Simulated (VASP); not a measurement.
# GaSb (F-43m) in VASP: settings compared

One crystal, GaSb, is run at these levels: HSE06, PBE0, PBE; tasks: band structure.

Everything below comes from runs of VASP 6.6.1. Logs are shortened: lines on timing, memory, paths and dates and some standing lists are left out, and cuts for length are marked.

**What was measured.**

From a printed reference work, data compilation, for a bulk crystal of GaSb at 4.2 K: band gap 0.811 eV (direct).

The results are compared with them further down.

## (1) The structure

Symmetry: F-43m, No. 216, cubic system. The conventional cell has a = 6.134 Å, b = 6.134 Å, c = 6.134 Å, α = 90.00°, β = 90.00°, γ = 90.00°. Ga (site symmetry -43m) has 4 Sb at 2.66 Å as nearest neighbours. Sb (site symmetry -43m) has 4 Ga at 2.66 Å as nearest neighbours.

The cell is a database's computed one.

## (2) Band structure, HSE06

Contents of POSCAR:

```
GaSb                                    
1.0
    0.0000000000      3.0667867320      3.0667867320
    3.0667867320      0.0000000000      3.0667867320
    3.0667867320      3.0667867320      0.0000000000
  Ga              Sb            
     1     1
Direct
     0.0000000000000000    0.0000000000000000    0.0000000000000000
     0.2500000000000000    0.2500000000000000    0.2500000000000000
```

Contents of INCAR.step1:

```
SYSTEM = GaSb
PREC = Accurate ; ENCUT = 450
EDIFF = 1E-5 ; ISMEAR = 0
SIGMA = 0.02 ; LREAL = .False.
LASPH = .True. ; NELM = 120
ALGO = Normal ; ISIF = 2
LWAVE = .True. ; LCHARG = .False.
KPAR = 2 ; GGA = PE
```

Contents of INCAR.step2:

```
SYSTEM = GaSb
PREC = Accurate ; ENCUT = 450
EDIFF = 1E-6 ; ISMEAR = 0
SIGMA = 0.02 ; LREAL = .False.
LASPH = .True. ; NELM = 120
ALGO = Normal ; ISIF = 2
LWAVE = .False. ; LCHARG = .False.
GGA = PE ; LHFCALC = .True.
HFSCREEN = 0.2 ; PRECFOCK = Fast
KPAR = 2 ; ISTART = 1
```

Contents of KPOINTS:

```
regular mesh
0
Gamma
  6 6 6
  0 0 0
```

Contents of KPOINTS_OPT:

```
path GXWKGLUWLK,UX
10
line-mode
reciprocal
 0.0000000000  0.0000000000  0.0000000000  G
 0.5000000000  0.0000000000  0.5000000000  X

 0.5000000000  0.0000000000  0.5000000000  X
 0.5000000000  0.2500000000  0.7500000000  W

 0.5000000000  0.2500000000  0.7500000000  W
 0.3750000000  0.3750000000  0.7500000000  K

 0.3750000000  0.3750000000  0.7500000000  K
 0.0000000000  0.0000000000  0.0000000000  G

 0.0000000000  0.0000000000  0.0000000000  G
 0.5000000000  0.5000000000  0.5000000000  L

 0.5000000000  0.5000000000  0.5000000000  L
 0.6250000000  0.2500000000  0.6250000000  U

 0.6250000000  0.2500000000  0.6250000000  U
 0.5000000000  0.2500000000  0.7500000000  W

 0.5000000000  0.2500000000  0.7500000000  W
 0.5000000000  0.5000000000  0.5000000000  L

 0.5000000000  0.5000000000  0.5000000000  L
 0.3750000000  0.3750000000  0.7500000000  K

 0.6250000000  0.2500000000  0.6250000000  U
 0.5000000000  0.0000000000  0.5000000000  X
```

Potentials or basis: VASP PAW PBE potentials, release 64 (Ga_d, Sb).

The run is started by

```
cat potpaw_PBE.64/Ga_d/POTCAR potpaw_PBE.64/Sb/POTCAR > POTCAR
cp INCAR.step1 INCAR
mpirun -np 2 vasp_std > vasp.out
cp INCAR.step2 INCAR
mpirun -np 2 vasp_std > vasp.out
```

OUTCAR:

```text
SYSTEM = GaSb
   PREC = Accurate
   ENCUT = 450
   EDIFF = 1E-6
   ISMEAR = 0
   LREAL = .False.
   LASPH = .True.
   NELM = 120
   ISIF = 2
   GGA = PE
   LHFCALC = .True.
   HFSCREEN = 0.2
   PRECFOCK = Fast
   ISTART = 1

 ion  position               nearest neighbor table
   1  0.000  0.000  0.000-   2 2.66   2 2.66   2 2.66   2 2.66
   2  0.250  0.250  0.250-   1 2.66   1 2.66   1 2.66   1 2.66

  LATTYP: Found a face centered cubic cell.
 ALAT       =     6.1335734640

  Lattice vectors:

 A1 = (   0.0000000000,   3.0667867320,   3.0667867320)
 A2 = (   3.0667867320,   0.0000000000,   3.0667867320)
 A3 = (   3.0667867320,   3.0667867320,   0.0000000000)

Analysis of symmetry for initial positions (statically):
=====================================================================
 Subroutine PRICEL returns:
 Original cell was already a primitive cell.

 Routine SETGRP: Setting up the symmetry group for a
 face centered cubic supercell.

 Subroutine GETGRP returns: Found 24 space group operations
 (whereof 24 operations were pure point group operations)
 out of a pool of 48 trial point group operations.

The static configuration has the point symmetry T_d .

Analysis of symmetry for dynamics (positions and initial velocities):
=====================================================================
 Subroutine PRICEL returns:
 Original cell was already a primitive cell.

 Routine SETGRP: Setting up the symmetry group for a
 face centered cubic supercell.

 Subroutine GETGRP returns: Found 24 space group operations
 (whereof 24 operations were pure point group operations)
 out of a pool of 48 trial point group operations.

The dynamic configuration has the point symmetry T_d .

 Subroutine INISYM returns: Found 24 space group operations
 (whereof 24 operations are pure point group operations),
 and found     1 'primitive' translations

----------------------------------------------------------------------------------------

                                     Primitive cell

  volume of cell :      57.6874

  direct lattice vectors                    reciprocal lattice vectors
     0.000000000  3.066786732  3.066786732    -0.163037095  0.163037095  0.163037095
     3.066786732  0.000000000  3.066786732     0.163037095 -0.163037095  0.163037095
     3.066786732  3.066786732  0.000000000     0.163037095  0.163037095 -0.163037095

  length of vectors
[... 91 lines left out ...]
   IMIX   =      1    mixing-type and parameters
     AMIX     =   0.40;   BMIX     =  1.00
     AMIX_MAG =   1.60;   BMIX_MAG =  1.00
  volume/ion in A,a.u.               =      28.84       194.65
  Fermi-wavevector in a.u.,A,eV,Ry     =   1.110381  2.098316 16.775254  1.232946
  Thomas-Fermi vector in A             =   2.246932
   LORBIT       =      0    0 simple, 1 ext, 2 COOP (PROOUT), +10 PAW based schemes
   GGA     = PE    functional components
   LHFCALC =     T    Hartree Fock is set to
   PRECFOCK=fast      Normal, Fast or Accurate (Low or Medium for compatibility)
   ENCUT4O =  -1.0   cutoff for four orbital integrals eV
   NKREDX  =     1    reduce k-point grid by
   NKREDY  =     1    reduce k-point grid by
   NKREDZ  =     1    reduce k-point grid by
   AEXX    =    0.2500 exact exchange contribution
   HFSCREEN=    0.2000 screening length (either q_TF or 0.3 A-1)
   HFSCREENC=   0.2000 screening length for correlation (either q_TF or 0.3 A-1)
   ENCUTFOCK=  -1.0 apply spherical cutoff to Coloumb kernel
   IVDW    =     0    specifies the selected vdW correction
   LEPSILON=     F    determine dielectric tensor
   LRPA    =     F    only Hartree local field effects (RPA)
 non-spin polarized calculation
 Gauss-broadening in eV      SIGMA  =   0.02
  energy-cutoff  :      450.00
  volume of cell :       57.69
 maximum number of plane-waves:      1272
 NGX is ok and might be reduce to    30
  NGX = 18; NGY = 18; NGZ = 18

 number of electron      18.0000009 magnetization

 Free energy of the ion-electron system (eV)
  ---------------------------------------------------
  ext. energy  EPLUGINS =         0.00000000
  ---------------------------------------------------
  free energy    TOTEN  =        -8.95237043 eV

  energy without entropy =       -8.95237043  energy(sigma->0) =       -8.95237043

 E-fermi :   4.5318     XC(G=0):  -7.5410

 val. band max:        4.3896034057   @ k =   0.0000   0.0000   0.0000
 cond. band min:       5.1869688785   @ k =   0.0000   0.0000   0.0000
 fundamental gap:      0.7973654728
 Fermi energy:         4.5318106062

 k-point     1 :       0.0000    0.0000    0.0000
  band No.  band energies     occupation
      1     -13.2686      2.00000
      2     -13.2686      2.00000
      3     -13.2686      2.00000
      4     -13.2180      2.00000
      5     -13.2180      2.00000
      6      -8.1205      2.00000
      7       4.3896      2.00000
      8       4.3896      2.00000
      9       4.3896      2.00000
     10       5.1870      0.00000
     11       7.8850      0.00000
     12       7.8850      0.00000
     13       7.8850      0.00000
[... 226 lines left out ...]
  band No.  band energies     occupation
      1     -13.2966      2.00000
      2     -13.2518      2.00000
      3     -13.2478      2.00000
      4     -13.2248      2.00000
      5     -13.2166      2.00000
      6      -5.3889      2.00000
      7      -2.8471      2.00000
      8       0.9845      2.00000
      9       1.1851      2.00000
     10       7.6605      0.00000
     11       7.8982      0.00000
     12      11.3675      0.00000
     13      11.4285      0.00000

------------------------ aborting loop because EDIFF is reached ----------------------------------------

  FORCE on cell =-STRESS in cart. coord.  units (eV):
  Direction    XX          YY          ZZ          XY          YZ          ZX
  --------------------------------------------------------------------------------------
  -------------------------------------------------------------------------------------
  Total       -0.1523217     -0.1523217     -0.1523217     -0.0000000      0.0000000      0.0000000
  in kB       -4.2304984     -4.2304984     -4.2304984     -0.0000000      0.0000000      0.0000000
  external PRESSURE =      -4.2304984 kB  Pullay stress =       0.0000000 kB

 VOLUME and BASIS-vectors are now :
 -----------------------------------------------------------------------------
  energy-cutoff  :      450.00
  volume of cell :       57.69
      direct lattice vectors                 reciprocal lattice vectors
     0.000000000  3.066786732  3.066786732    -0.163037095  0.163037095  0.163037095
     3.066786732  0.000000000  3.066786732     0.163037095 -0.163037095  0.163037095
     3.066786732  3.066786732  0.000000000     0.163037095  0.163037095 -0.163037095

 POSITION                                       TOTAL-FORCE (eV/Angst)
 -----------------------------------------------------------------------------------
      0.00000      0.00000      0.00000         0.000000     -0.000000      0.000000
      1.53339      1.53339      1.53339        -0.000000      0.000000     -0.000000
 -----------------------------------------------------------------------------------
    total drift:                               -0.000002     -0.000012     -0.000003

  FREE ENERGIE OF THE ION-ELECTRON SYSTEM (eV)
  ---------------------------------------------------
  free  energy   TOTEN  =        -8.9523704256 eV

  energy  without entropy=       -8.9523704256  energy(sigma->0) =       -8.95237043
```

It took 46 min on 2 MPI ranks of Intel Xeon Platinum 8488C (Sapphire Rapids), shared host; peak memory 0.35 GiB.

Results:

| Item | Value |
| --- | --- |
| Free energy | -8.9524 eV |
| Pressure | -0.4 GPa |
| Band gap on the k mesh | 0.80 eV, direct |
| Band gap along the path | 0.80 eV, direct |

Levels at the corners of the path, in eV from the valence-band top:
| point | band 7 | band 8 | band 9 | band 10 | band 11 | band 12 |
| --- | --- | --- | --- | --- | --- | --- |
| Γ | 0.00 | 0.00 | 0.00 | 0.80 | 3.50 | 3.50 |
| X | -7.35 | -2.76 | -2.76 | 1.50 | 1.84 | 9.87 |
| X | -7.35 | -2.76 | -2.76 | 1.50 | 1.84 | 9.87 |
| W | -7.19 | -3.59 | -3.33 | 4.53 | 5.01 | 5.30 |
| W | -7.19 | -3.59 | -3.33 | 4.53 | 5.01 | 5.30 |
| K | -7.14 | -3.86 | -2.35 | 2.03 | 4.65 | 7.62 |
| K | -7.14 | -3.86 | -2.35 | 2.03 | 4.65 | 7.62 |
| Γ | 0.00 | 0.00 | 0.00 | 0.80 | 3.50 | 3.50 |
| Γ | 0.00 | 0.00 | 0.00 | 0.80 | 3.50 | 3.50 |
| L | -6.87 | -1.23 | -1.23 | 1.05 | 4.49 | 4.49 |
| L | -6.87 | -1.23 | -1.23 | 1.05 | 4.49 | 4.49 |
| U | -7.14 | -3.86 | -2.35 | 2.03 | 4.65 | 7.62 |
| U | -7.14 | -3.86 | -2.35 | 2.03 | 4.65 | 7.62 |
| W | -7.19 | -3.59 | -3.33 | 4.53 | 5.01 | 5.30 |
| W | -7.19 | -3.59 | -3.33 | 4.53 | 5.01 | 5.30 |
| L | -6.87 | -1.23 | -1.23 | 1.05 | 4.49 | 4.49 |
| L | -6.87 | -1.23 | -1.23 | 1.05 | 4.49 | 4.49 |
| K | -7.14 | -3.86 | -2.35 | 2.03 | 4.65 | 7.62 |
| U | -7.14 | -3.86 | -2.35 | 2.03 | 4.65 | 7.62 |
| X | -7.35 | -2.76 | -2.76 | 1.50 | 1.84 | 9.87 |

Caveat: the PAW data sets were made with another functional, which shifts forces and pressure a little; spin-orbit coupling is left out, which moves the levels of the heavy elements.

## (3) Band structure, PBE0

POSCAR is that of step 2.

INCAR.step1 is that of step 2.

Edit INCAR.step2 of step 2 so:

```diff
@@ -8,3 +8,4 @@
 GGA = PE ; LHFCALC = .True.
-HFSCREEN = 0.2 ; PRECFOCK = Fast
-KPAR = 2 ; ISTART = 1
+AEXX = 0.25 ; PRECFOCK = Fast
+HFRCUT = -1 ; KPAR = 2
+ISTART = 1
```

KPOINTS is that of step 2.

KPOINTS_OPT is that of step 2.

Potentials or basis: VASP PAW PBE potentials, release 64 (Ga_d, Sb).

The run is started by

```
cat potpaw_PBE.64/Ga_d/POTCAR potpaw_PBE.64/Sb/POTCAR > POTCAR
cp INCAR.step1 INCAR
mpirun -np 2 vasp_std > vasp.out
cp INCAR.step2 INCAR
mpirun -np 2 vasp_std > vasp.out
```

OUTCAR:

```text
SYSTEM = GaSb
   PREC = Accurate
   ENCUT = 450
   EDIFF = 1E-6
   ISMEAR = 0
   LREAL = .False.
   LASPH = .True.
   NELM = 120
   ISIF = 2
   GGA = PE
   LHFCALC = .True.
   AEXX = 0.25
   PRECFOCK = Fast
   ISTART = 1

 ion  position               nearest neighbor table
   1  0.000  0.000  0.000-   2 2.66   2 2.66   2 2.66   2 2.66
   2  0.250  0.250  0.250-   1 2.66   1 2.66   1 2.66   1 2.66

  LATTYP: Found a face centered cubic cell.
 ALAT       =     6.1335734640

  Lattice vectors:
[... 442 lines left out ...]

------------------------ aborting loop because EDIFF is reached ----------------------------------------

  FORCE on cell =-STRESS in cart. coord.  units (eV):
  Direction    XX          YY          ZZ          XY          YZ          ZX
  --------------------------------------------------------------------------------------
  -------------------------------------------------------------------------------------
  Total       -0.2327539     -0.2327539     -0.2327539      0.0000000      0.0000000      0.0000000
  in kB       -6.4643800     -6.4643800     -6.4643800      0.0000000      0.0000000      0.0000000
  external PRESSURE =      -6.4643800 kB  Pullay stress =       0.0000000 kB

 VOLUME and BASIS-vectors are now :
 -----------------------------------------------------------------------------
  energy-cutoff  :      450.00
  volume of cell :       57.69
      direct lattice vectors                 reciprocal lattice vectors
     0.000000000  3.066786732  3.066786732    -0.163037095  0.163037095  0.163037095
     3.066786732  0.000000000  3.066786732     0.163037095 -0.163037095  0.163037095
     3.066786732  3.066786732  0.000000000     0.163037095  0.163037095 -0.163037095

 POSITION                                       TOTAL-FORCE (eV/Angst)
 -----------------------------------------------------------------------------------
      0.00000      0.00000      0.00000         0.000000      0.000000      0.000000
      1.53339      1.53339      1.53339        -0.000000     -0.000000     -0.000000
 -----------------------------------------------------------------------------------
    total drift:                               -0.000009     -0.000013     -0.000007

  FREE ENERGIE OF THE ION-ELECTRON SYSTEM (eV)
  ---------------------------------------------------
  free  energy   TOTEN  =        -9.7910053959 eV

  energy  without entropy=       -9.7910053959  energy(sigma->0) =       -9.79100540
```

It took 59 min on 2 MPI ranks of Intel Xeon Platinum 8488C (Sapphire Rapids), shared host; peak memory 0.26 GiB.

Results:

- Free energy: -9.7910 eV
- Pressure: -0.6 GPa
- Band gap on the k mesh: 1.36 eV, direct
- Band gap along the path: 1.36 eV, direct

Levels at the corners of the path, in eV from the valence-band top:
```csv
point,band 5,band 6,band 7,band 8,band 9,band 10,band 11,band 12,band 13
Γ,-17.70,-12.63,0.00,0.00,0.00,1.36,4.12,4.12,4.12
X,-17.70,-9.92,-7.47,-2.83,-2.83,2.11,2.45,10.55,10.55
X,-17.70,-9.92,-7.47,-2.83,-2.83,2.11,2.45,10.55,10.55
W,-17.70,-9.87,-7.31,-3.68,-3.42,5.19,5.65,5.96,6.16
W,-17.70,-9.87,-7.31,-3.68,-3.42,5.19,5.65,5.96,6.16
K,-17.70,-10.00,-7.27,-3.96,-2.40,2.64,5.30,8.28,8.49
K,-17.70,-10.00,-7.27,-3.96,-2.40,2.64,5.30,8.29,8.49
Γ,-17.70,-12.63,0.00,0.00,0.00,1.36,4.12,4.12,4.12
Γ,-17.70,-12.63,0.00,0.00,0.00,1.36,4.12,4.12,4.12
L,-17.70,-10.84,-6.99,-1.26,-1.26,1.64,5.14,5.14,7.95
L,-17.70,-10.84,-6.99,-1.26,-1.26,1.64,5.14,5.14,7.95
U,-17.70,-10.00,-7.27,-3.96,-2.40,2.64,5.30,8.28,8.49
U,-17.70,-10.00,-7.27,-3.96,-2.40,2.64,5.30,8.29,8.49
W,-17.70,-9.87,-7.31,-3.68,-3.42,5.19,5.65,5.96,6.16
W,-17.70,-9.87,-7.31,-3.68,-3.42,5.19,5.65,5.96,6.16
L,-17.70,-10.84,-6.99,-1.26,-1.26,1.64,5.14,5.14,7.95
L,-17.70,-10.84,-6.99,-1.26,-1.26,1.64,5.14,5.14,7.95
K,-17.70,-10.00,-7.27,-3.96,-2.40,2.64,5.30,8.29,8.50
U,-17.70,-10.00,-7.27,-3.96,-2.40,2.64,5.30,8.29,8.49
X,-17.70,-9.92,-7.47,-2.83,-2.83,2.11,2.45,10.55,10.55
```

Caveat: the PAW data sets were made with another functional, which shifts forces and pressure a little; spin-orbit coupling is left out, which moves the levels of the heavy elements.

## (4) Band structure, PBE

Contents of INCAR:

```
SYSTEM = GaSb
PREC = Accurate ; ENCUT = 300
EDIFF = 1E-6 ; ISMEAR = 0
SIGMA = 0.02 ; LREAL = .False.
LASPH = .True. ; NELM = 120
ALGO = Fast ; ISIF = 2
LWAVE = .False. ; LCHARG = .False.
GGA = PE ; KPAR = 2
```

Contents of KPOINTS:

```
regular mesh
0
Gamma
  10 10 10
  0 0 0
```

POSCAR is that of step 3.

Edit KPOINTS_OPT of step 3 so:

```diff
@@ -1,3 +1,3 @@
 path GXWKGLUWLK,UX
-10
+15
 line-mode
```

The run is started by

```
cat potpaw_PBE.64/Ga_d/POTCAR potpaw_PBE.64/Sb/POTCAR > POTCAR
mpirun -np 2 vasp_std > vasp.out
```

It took 20 s on 2 MPI ranks of Intel Xeon Platinum 8488C (Sapphire Rapids), shared host; peak memory 0.16 GiB.

Results (log left out):

| Property | Result |
| --- | --- |
| Free energy | -7.3580 eV |
| Band gap along the path | none (metal or under the smearing width) |

Levels at the corners of the path, in eV from the Fermi level:
| point | band 7 | band 8 | band 9 | band 10 | band 11 | band 12 |
| --- | --- | --- | --- | --- | --- | --- |
| Γ | -0.03 | -0.01 | -0.01 | -0.01 | 2.77 | 2.77 |
| X | -6.78 | -2.55 | -2.55 | 0.91 | 1.26 | 8.63 |
| X | -6.78 | -2.55 | -2.55 | 0.91 | 1.26 | 8.63 |
| W | -6.66 | -3.32 | -3.10 | 3.65 | 4.32 | 4.39 |
| W | -6.66 | -3.32 | -3.10 | 3.65 | 4.32 | 4.39 |
| K | -6.61 | -3.58 | -2.18 | 1.41 | 3.86 | 6.56 |
| K | -6.61 | -3.58 | -2.18 | 1.41 | 3.86 | 6.56 |
| Γ | -0.03 | -0.01 | -0.01 | -0.01 | 2.77 | 2.77 |
| Γ | -0.03 | -0.01 | -0.01 | -0.01 | 2.77 | 2.77 |
| L | -6.33 | -1.15 | -1.15 | 0.38 | 3.74 | 3.74 |
| L | -6.33 | -1.15 | -1.15 | 0.38 | 3.74 | 3.74 |
| U | -6.61 | -3.58 | -2.18 | 1.41 | 3.86 | 6.56 |
| U | -6.61 | -3.58 | -2.18 | 1.41 | 3.86 | 6.56 |
| W | -6.66 | -3.32 | -3.10 | 3.65 | 4.32 | 4.39 |
| W | -6.66 | -3.32 | -3.10 | 3.65 | 4.32 | 4.39 |
| L | -6.33 | -1.15 | -1.15 | 0.38 | 3.74 | 3.74 |
| L | -6.33 | -1.15 | -1.15 | 0.38 | 3.74 | 3.74 |
| K | -6.61 | -3.58 | -2.18 | 1.41 | 3.86 | 6.56 |
| U | -6.61 | -3.58 | -2.18 | 1.41 | 3.86 | 6.56 |
| X | -6.78 | -2.55 | -2.55 | 0.91 | 1.26 | 8.63 |

Caveat: the cutoff is under 1.25 times the usual one of these potentials, so pressure, stress and relaxed cells hold a basis-set (Pulay) error; spin-orbit coupling is left out, which moves the levels of the heavy elements; this crystal is a semiconductor, whose small gap the functional closes, so the metal is an error of the method.

(Continued in part 2 of 2.)
